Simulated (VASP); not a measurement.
Wanted: the native input for a VASP 6.6.1 run.

```yaml
Task: single point
Functional: PBEsol
Potentials_or_basis: VASP PAW PBE potentials, release 64 (Er)
Cutoff: 520 eV
k_mesh: 9 × 9 × 9
Occupations: fermi-dirac, width 0.05 eV
Spin: collinear spin, typed start
Starting_moments: "[3.0] μB"
Dipole_correction: no
Further_INCAR_settings: ALGO = Normal; EDIFF = 1e-06; NBANDS = 21
```

The structure of Er lies in POSCAR:

```
Er
1.0
   -1.9779384575      1.9779384575      1.9779384575
    1.9779384575     -1.9779384575      1.9779384575
    1.9779384575      1.9779384575     -1.9779384575
Er
1
Direct
    0.0000000000      0.0000000000      0.0000000000
```

This isn't the form of Er at room conditions, which is hcp.

These files were run (other wordings do the same):

INCAR

```
SYSTEM = Er
  ALGO = Normal
  EDIFF = 1E-6
  ENCUT = 520
  GGA = PS
  ISIF = 2
  ISMEAR = -1
  ISPIN = 2
  LASPH = .True.
  LCHARG = .False.
  LMAXMIX = 6
  LORBIT = 11
  LREAL = .False.
  LWAVE = .False.
  MAGMOM = 3
  NBANDS = 21
  NELM = 150
  PREC = Accurate
  SIGMA = 0.05
```

KPOINTS

```
k-points
0
Gamma
  9 9 9
  0 0 0
```

Potentials or basis: VASP PAW PBE potentials, release 64 (Er).

Launch:

```sh
$ cat potpaw_PBE.64/Er/POTCAR > POTCAR
$ mpirun -np 1 vasp_std > vasp.out
```

It gave:

```yaml
Pressure: 0.4 GPa
Band_gap_on_the_k_mesh: none (metal or under the smearing width)
Net_moment: 2.26 μB per cell
Site_moments: Er +2.35 μB
Valence_electrons_inside_the_program's_atomic_spheres: Er 19.64
```

Caveat: the magnetic or orbital state may not be the lowest; the PAW data sets were made with another functional, which shifts forces and pressure a little; spin-orbit coupling is left out, which moves the levels of the heavy elements.

Run time: 58 s on 1 thread of Intel(R) Xeon(R) 6975P-C (Granite Rapids), on a shared host, peak memory 0.21 GiB.
